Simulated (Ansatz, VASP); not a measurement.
## Pb: VASP beside Ansatz

```
Pb
1.0
    -1.93434    1.93434    1.93434
     1.93434   -1.93434    1.93434
     1.93434    1.93434   -1.93434
Pb
1
Direct
  0.00000 0.00000 0.00000
```

Alike in both runs: functional LDA; k mesh 11 × 11 × 11; occupations fermi-dirac, width 0.1 eV; no spin polarisation.

Ansatz relaxed the structure, and its values are those at the end. VASP's run is a single point on that final structure, the one shown.

```csv
,VASP,Ansatz
version,VASP 6.6.1,Ansatz 0.2.0
potentials or method,"VASP PAW LDA potentials, release 64 (Pb_d)","plane waves (420 eV) with PAW, scalar-relativistic"
plane-wave cutoff (eV),520,420
valence electrons in the cell,14,14
```

|  | VASP | Ansatz | Ansatz less VASP |
| --- | --- | --- | --- |
| pressure (GPa) | 0.0 | 0.0 | -0.05 |

Ansatz warned: «pseudo_functional_mismatch».

The runs have no spin-orbit coupling, so splittings on Pb are missing.
